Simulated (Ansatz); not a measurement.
# NaCl: an elastic constant from a strain scan

Level of theory: DFT PBE, scalar-relativistic, plane waves, PAW in Ansatz 0.2.0. Settings: plane waves to 420 eV, k-mesh 8×8×8 (Γ-centred), Gaussian smearing 0.05 eV. No spin polarisation. Energies are free energies at this smearing, counted from the undisturbed cell; pressure is positive in compression.

The undisturbed cell (as given, not relaxed at this level; it stands at 0.4 GPa):

```
Na Cl
1.0
     0.00000    2.83175    2.83175
     2.83175    0.00000    2.83175
     2.83175    2.83175    0.00000
Na Cl
1 1
Cartesian
  0.0000 0.0000 0.0000
  2.8317 2.8317 2.8317
```

The cell is strained by ε times the Voigt pattern (0, 1, 0, 0, 0, 0) (xx, yy, zz, yz, xz, xy; engineering shear) with fractional coordinates fixed. The cell holds 2 atoms in V0 = 45.41 Å³. The stress column is τ = (1/V0) dE/dε, got from the stress tensor σ (compression positive) at each point as −det(1 + εP) σ : P(1 + εP)⁻¹, with P the pattern as a tensor.

| ε | ΔE (meV/atom) | τ (GPa) |
| --- | --- | --- |
| -0.0200 | 2.794 | -1.602 |
| -0.0150 | 1.775 | -1.277 |
| -0.0100 | 0.979 | -0.973 |
| -0.0050 | 0.392 | -0.688 |
| 0.0000 | 0.000 | -0.421 |
| 0.0050 | -0.208 | -0.171 |
| 0.0100 | -0.246 | 0.062 |
| 0.0150 | -0.123 | 0.280 |
| 0.0175 | -0.006 | 0.383 |
| 0.0200 | ? | ? |

Q: Which combination of elastic constants does this scan measure, and how large is it?

A: For small ε, τ = τ0 + Kε with K = pᵀCp, which for this pattern is C11 in the cubic axes. The parabola through τ at ε = -0.0050, 0 and 0.0050 has slope K = 52 GPa at zero. The energies per cell, E = NΔE, of the same two points give K = 2[E(ε₊)/ε₊ − E(ε₋)/ε₋]/[(ε₊ − ε₋)V0] = 52 GPa, in agreement.

Q: Predict the withheld row at ε = 0.0200 from the harmonic law, and compare.

A: ΔE = V0(τ0 ε + Kε²/2)/N = 0.271 meV/atom and τ = 0.61 GPa. The calculation gives 0.148 meV/atom and 0.48 GPa: the energy lies 45 % below the harmonic value, as bonds soften when stretched.